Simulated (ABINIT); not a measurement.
# CdO (Monteponite) (Fm-3m) in ABINIT: equation of state

How stiff is CdO (Monteponite) in PBE, and what volume does it want? The cell is scaled to several volumes.

Program: ABINIT 10.8.3 (patched build). These are calculated values, not measurements. Logs are shortened: lines on timing, memory, paths and dates and some standing lists are left out, and cuts for length are marked. The log counts tension as positive stress, the text compression.

## (1) The crystal as given

The structure is cubic, space group Fm-3m (No. 225). Conventional cell: a = 4.699 Å, b = 4.699 Å, c = 4.699 Å, α = 90.00°, β = 90.00°, γ = 90.00°. Cd (site symmetry m-3m) is surrounded by 6 O at 2.35 Å. Around O (site symmetry m-3m) lie 6 Cd at 2.35 Å.

## (2) Equation of state, PBE

File run.abi:

```
ndtset 7
getwfk -1
scalecart1 3*0.9795861087
scalecart2 3*0.9864848297
scalecart3 3*0.9932883884
scalecart4 3*1.0000000000
scalecart5 3*1.0066227096
scalecart6 3*1.0131594038
scalecart7 3*1.0196128224

pp_dirpath "./"
pseudos "Cd.GGA_PBE-JTH.xml, O.GGA_PBE-JTH.xml"

acell 3.3226947648 3.3226947648 3.3226947648 Angstrom
rprim
     0.0000000000     0.7071067812     0.7071067812
     0.7071067812     0.0000000000     0.7071067812
     0.7071067812     0.7071067812     0.0000000000
ntypat 2
znucl 48 8
natom 2
typat 1 2
xred
     0.0000000000     0.0000000000     0.0000000000
     0.5000000000     0.5000000000     0.5000000000

ecut 23.0
pawecutdg 45.0

kptopt 1
ngkpt 10 10 10
nshiftk 1
shiftk 0.0 0.0 0.0

ixc 11

nband 13
occopt 3
tsmear 0.00183747

nstep 100
tolvrs 1.0e-9

iomode 3
prtwf 1
prtden 0
prteig 0
prtebands 0
```

Potentials or basis: JTH PAW PBE v2.0.

Launch:

```
$ abinit run.abi > log 2>&1
```

run.abo:

```text
.Version 10.8.3 of ABINIT
 DATASET    1 : space group Fm -3 m (#225); Bravais cF (face-center cubic)
================================================================================
 Values of the parameters that define the memory need for DATASET  1.
     intxc =       0    ionmov =       0      iscf =      17    lmnmax =      18
     lnmax =       6     mgfft =      30  mpssoang =       3    mqgrid =    3001
     natom =       2  nloc_mem =       2    nspden =       1   nspinor =       1
    nsppol =       1      nsym =      48    n1xccc =       1    ntypat =       2
    occopt =       3   xclevel =       2
       mpw =         891          nfft =       27000          nkpt =          47
 PAW method is used; the additional fine FFT grid is defined by:
   mgfftf=        40    nfftf =     64000
================================================================================
================================================================================
[... 71 lines left out ...]
 DATASET    7 : space group Fm -3 m (#225); Bravais cF (face-center cubic)
================================================================================
 Values of the parameters that define the memory need for DATASET  7.
     intxc =       0    ionmov =       0      iscf =      17    lmnmax =      18
     lnmax =       6     mgfft =      30  mpssoang =       3    mqgrid =    3001
     natom =       2  nloc_mem =       2    nspden =       1   nspinor =       1
    nsppol =       1      nsym =      48    n1xccc =       1    ntypat =       2
    occopt =       3   xclevel =       2
       mpw =         990          nfft =       27000          nkpt =          47
 PAW method is used; the additional fine FFT grid is defined by:
   mgfftf=        40    nfftf =     64000
================================================================================
================================================================================

--------------------------------------------------------------------------------
------------- Echo of variables that govern the present computation ------------
--------------------------------------------------------------------------------
 -outvars: echo values of preprocessed input variables --------
            acell      6.2789831055E+00  6.2789831055E+00  6.2789831055E+00 Bohr
              amu      1.12411000E+02  1.59994000E+01
             ecut      2.30000000E+01 Hartree
           getwfk          -1
              ixc          11
           jdtset        1    2    3    4    5    6    7
         kptrlatt       10    0    0      0   10    0      0    0   10
          kptrlen1     6.15080463E+01
          kptrlen2     6.19412158E+01
          kptrlen3     6.23684101E+01
          kptrlen4     6.27898311E+01
          kptrlen5     6.32056699E+01
          kptrlen6     6.36161078E+01
          kptrlen7     6.40213169E+01
            natom           2
            nband          13
           ndtset           7
            ngfft          30      30      30
          ngfftdg          40      40      40
             nkpt          47
            nstep         100
             nsym          48
           ntypat           2
           occopt           3
        pawecutdg      4.50000000E+01 Hartree
         pawxcdev           0
           prtden           0
        prtebands           0
           prteig           0
            rprim1     0.0000000000E+00  6.9267198023E-01  6.9267198023E-01
                       6.9267198023E-01  0.0000000000E+00  6.9267198023E-01
                       6.9267198023E-01  6.9267198023E-01  0.0000000000E+00
            rprim2     0.0000000000E+00  6.9755011263E-01  6.9755011263E-01
                       6.9755011263E-01  0.0000000000E+00  6.9755011263E-01
                       6.9755011263E-01  6.9755011263E-01  0.0000000000E+00
            rprim3     0.0000000000E+00  7.0236095512E-01  7.0236095512E-01
                       7.0236095512E-01  0.0000000000E+00  7.0236095512E-01
                       7.0236095512E-01  7.0236095512E-01  0.0000000000E+00
            rprim4     0.0000000000E+00  7.0710678120E-01  7.0710678120E-01
                       7.0710678120E-01  0.0000000000E+00  7.0710678120E-01
                       7.0710678120E-01  7.0710678120E-01  0.0000000000E+00
            rprim5     0.0000000000E+00  7.1178974407E-01  7.1178974407E-01
                       7.1178974407E-01  0.0000000000E+00  7.1178974407E-01
                       7.1178974407E-01  7.1178974407E-01  0.0000000000E+00
            rprim6     0.0000000000E+00  7.1641188486E-01  7.1641188486E-01
                       7.1641188486E-01  0.0000000000E+00  7.1641188486E-01
                       7.1641188486E-01  7.1641188486E-01  0.0000000000E+00
            rprim7     0.0000000000E+00  7.2097514092E-01  7.2097514092E-01
                       7.2097514092E-01  0.0000000000E+00  7.2097514092E-01
                       7.2097514092E-01  7.2097514092E-01  0.0000000000E+00
          spgroup         225
           tolvrs      1.00000000E-09
           tsmear      1.83747000E-03 Hartree
            typat      1  2
           useylm           1
           xangst1     0.0000000000E+00  0.0000000000E+00  0.0000000000E+00
                       2.3015375624E+00  2.3015375624E+00  2.3015375624E+00
           xangst2     0.0000000000E+00  0.0000000000E+00  0.0000000000E+00
                       2.3177461074E+00  2.3177461074E+00  2.3177461074E+00
           xangst3     0.0000000000E+00  0.0000000000E+00  0.0000000000E+00
                       2.3337310686E+00  2.3337310686E+00  2.3337310686E+00
           xangst4     0.0000000000E+00  0.0000000000E+00  0.0000000000E+00
                       2.3495000000E+00  2.3495000000E+00  2.3495000000E+00
           xangst5     0.0000000000E+00  0.0000000000E+00  0.0000000000E+00
                       2.3650600563E+00  2.3650600563E+00  2.3650600563E+00
           xangst6     0.0000000000E+00  0.0000000000E+00  0.0000000000E+00
                       2.3804180193E+00  2.3804180193E+00  2.3804180193E+00
           xangst7     0.0000000000E+00  0.0000000000E+00  0.0000000000E+00
                       2.3955803263E+00  2.3955803263E+00  2.3955803263E+00
            xcart1     0.0000000000E+00  0.0000000000E+00  0.0000000000E+00
                       4.3492756615E+00  4.3492756615E+00  4.3492756615E+00
            xcart2     0.0000000000E+00  0.0000000000E+00  0.0000000000E+00
                       4.3799053724E+00  4.3799053724E+00  4.3799053724E+00
            xcart3     0.0000000000E+00  0.0000000000E+00  0.0000000000E+00
                       4.4101125712E+00  4.4101125712E+00  4.4101125712E+00
            xcart4     0.0000000000E+00  0.0000000000E+00  0.0000000000E+00
                       4.4399115329E+00  4.4399115329E+00  4.4399115329E+00
            xcart5     0.0000000000E+00  0.0000000000E+00  0.0000000000E+00
                       4.4693157776E+00  4.4693157776E+00  4.4693157776E+00
            xcart6     0.0000000000E+00  0.0000000000E+00  0.0000000000E+00
                       4.4983381216E+00  4.4983381216E+00  4.4983381216E+00
            xcart7     0.0000000000E+00  0.0000000000E+00  0.0000000000E+00
                       4.5269907293E+00  4.5269907293E+00  4.5269907293E+00
             xred      0.0000000000E+00  0.0000000000E+00  0.0000000000E+00
                       5.0000000000E-01  5.0000000000E-01  5.0000000000E-01
            znucl       48.00000    8.00000

================================================================================

 chkinp: Checking input parameters for consistency, jdtset=   1.

 chkinp: Checking input parameters for consistency, jdtset=   2.
[... 46 lines left out ...]
 getcut: wavevector=  0.0000  0.0000  0.0000  ngfft=  40  40  40
         ecut(hartree)=     45.000   => boxcut(ratio)=   2.15356

--- Pseudopotential description ------------------------------------------------
- pspini: atom type   1  psp file is ./Cd.GGA_PBE-JTH.xml
 Pseudopotential format is: paw10
 basis_size (lnmax)=  6 (lmn_size= 18), orbitals=   0   0   1   1   2   2
 Spheres core radius: rc_sph= 2.50233826
 Shapefunction is BESSEL type: shapef(r,l)=aa(1,l)*jl(q(1,l)*r)+aa(2,l)*jl(q(2,l)*r)
 Radius for shape functions =  2.31074885
 Compensation charge density is not taken into account in XC energy/potential

- pspini: atom type   2  psp file is ./O.GGA_PBE-JTH.xml
 Pseudopotential format is: paw10
 basis_size (lnmax)=  4 (lmn_size=  8), orbitals=   0   0   1   1
 Spheres core radius: rc_sph= 1.41465230
 Shapefunction is SIN type: shapef(r)=[sin(pi*r/rshp)/(pi*r/rshp)]**2
 Radius for shape functions =  1.20231231
 Compensation charge density is not taken into account in XC energy/potential

   5.47665074E+02                                ecore*ucvol(ha*bohr**3)
--------------------------------------------------------------------------------

[... 1276 lines left out ...]
-Cartesian components of stress tensor (GPa)         [Pressure= -1.9937E+00 GPa]
- sigma(1 1)=  1.99373102E+00  sigma(3 2)=  0.00000000E+00
- sigma(2 2)=  1.99373102E+00  sigma(3 1)=  0.00000000E+00
- sigma(3 3)=  1.99373102E+00  sigma(2 1)=  0.00000000E+00

== END DATASET(S) ==============================================================
================================================================================

 -outvars: echo values of variables after computation  --------
            acell      6.2789831055E+00  6.2789831055E+00  6.2789831055E+00 Bohr
           etotal1    -6.3693861495E+01
           etotal2    -6.3695651686E+01
           etotal3    -6.3696980567E+01
           etotal4    -6.3697897984E+01
           etotal5    -6.3698447176E+01
           etotal6    -6.3698667857E+01
           etotal7    -6.3698593455E+01
            fcart1    -0.0000000000E+00 -0.0000000000E+00 -0.0000000000E+00
                      -0.0000000000E+00 -0.0000000000E+00 -0.0000000000E+00
            fcart2    -0.0000000000E+00 -0.0000000000E+00 -0.0000000000E+00
                      -0.0000000000E+00 -0.0000000000E+00 -0.0000000000E+00
            fcart3    -0.0000000000E+00 -0.0000000000E+00 -0.0000000000E+00
                      -0.0000000000E+00 -0.0000000000E+00 -0.0000000000E+00
            fcart4    -0.0000000000E+00 -0.0000000000E+00 -0.0000000000E+00
                      -0.0000000000E+00 -0.0000000000E+00 -0.0000000000E+00
            fcart5    -0.0000000000E+00 -0.0000000000E+00 -0.0000000000E+00
                      -0.0000000000E+00 -0.0000000000E+00 -0.0000000000E+00
[... 38 lines left out ...]
                       0.0000000000E+00  0.0000000000E+00  0.0000000000E+00
           xangst1     0.0000000000E+00  0.0000000000E+00  0.0000000000E+00
                       2.3015375624E+00  2.3015375624E+00  2.3015375624E+00
           xangst2     0.0000000000E+00  0.0000000000E+00  0.0000000000E+00
                       2.3177461074E+00  2.3177461074E+00  2.3177461074E+00
           xangst3     0.0000000000E+00  0.0000000000E+00  0.0000000000E+00
                       2.3337310686E+00  2.3337310686E+00  2.3337310686E+00
           xangst4     0.0000000000E+00  0.0000000000E+00  0.0000000000E+00
                       2.3495000000E+00  2.3495000000E+00  2.3495000000E+00
           xangst5     0.0000000000E+00  0.0000000000E+00  0.0000000000E+00
                       2.3650600563E+00  2.3650600563E+00  2.3650600563E+00
           xangst6     0.0000000000E+00  0.0000000000E+00  0.0000000000E+00
                       2.3804180193E+00  2.3804180193E+00  2.3804180193E+00
           xangst7     0.0000000000E+00  0.0000000000E+00  0.0000000000E+00
                       2.3955803263E+00  2.3955803263E+00  2.3955803263E+00
             xred      0.0000000000E+00  0.0000000000E+00  0.0000000000E+00
                       5.0000000000E-01  5.0000000000E-01  5.0000000000E-01
 Calculation completed.
```

Run time: 2.4 min. Hardware: 1 thread of Arm Neoverse V1, shared host; peak memory 0.16 GiB.

Results:

```yaml
Equilibrium_volume: 13.55 Å³/atom
Bulk_modulus: 126 GPa
Pressure_derivative_of_the_bulk_modulus: 4.8
```

Energy against volume, from the lowest point:
```tsv
volume (Å³/atom)	energy (meV/atom)
12.191	65.39
12.451	41.04
12.710	22.96
12.970	10.47
13.229	3.00
13.488	0.00
13.748	1.01
```

Caveat: pressures at fixed basis lie under the slope of the energies.
